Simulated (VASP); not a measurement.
A run of VASP 6.6.1:

The input INCAR:

```
SYSTEM = H
PREC = Accurate
ENCUT = 520
EDIFF = 1E-6
ISMEAR = 0
SIGMA = 0.05
LREAL = .False.
LASPH = .True.
NELM = 100
ALGO = Normal
ISIF = 2
LWAVE = .False.
LCHARG = .True.
GGA = PS
LELF = .True.
LVHAR = .True.
NBANDS = 10
```

KPOINTS

```
Automatic mesh
0
Gamma
  6 6 6
  0 0 0
```

Contents of POSCAR:

```
H
1.0
    2.6234813799     -2.5669048168      0.0000000000
    2.6234813799      2.5669048168      0.0000000000
    0.0000000000      0.0000000000      4.1418180000
H
4
Direct
    0.9532956300      0.0467043700      0.0685088900
    0.4532956300      0.5467043700      0.4314911100
    0.5467043700      0.4532956300      0.5685088900
    0.0467043700      0.9532956300      0.9314911100
```

Potentials or basis: VASP PAW PBE potentials, release 64 (H).

Command:

```sh
$ cat potpaw_PBE.64/H/POTCAR > POTCAR
$ mpirun -np 1 vasp_std > vasp.out
```

Hardware: 1 thread of Intel(R) Xeon(R) Platinum 8488C (Sapphire Rapids), on a shared host.

Q: How long does it take, and how much memory?

A: It took 14 s on 1 thread of Intel(R) Xeon(R) Platinum 8488C (Sapphire Rapids), on a shared host, peak memory 0.16 GiB. Counts: scf iterations 12, k points 52.
